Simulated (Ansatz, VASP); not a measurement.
**CdS: VASP beside Ansatz**

```
Cd S
1.0
     0.00000    3.00067    3.00067
     3.00067    0.00000    3.00067
     3.00067    3.00067    0.00000
Cd S
1 1
Cartesian
  0.0000 0.0000 0.0000
  4.5010 4.5010 4.5010
```

Change from the starting cell: volume scaled by 1.06.

Alike in both runs: task single point; functional PBEsol; k mesh 7 × 7 × 7; occupations fermi-dirac, width 0.02 eV; no spin polarisation.

|  | VASP | Ansatz |
| --- | --- | --- |
| version | VASP 6.6.1 | Ansatz 0.2.0 |
| potentials or method | VASP PAW PBE potentials, release 64 (Cd, S), cutoff 520 eV | all-electron LAPW, scalar-relativistic |

Ansatz gave:

```
gap on the k mesh at the Fermi level (eV) : 0.83
pressure (GPa)                            : -4.5
```

Which values does VASP return?

gap on the k mesh at the Fermi level (eV): 0.83; pressure (GPa): -4.2.

Ansatz ran all-electron here, so the differences hold the error of VASP's frozen core and of both bases.

Caveats: the PAW data sets were made with another functional, which shifts forces and pressure a little (VASP).
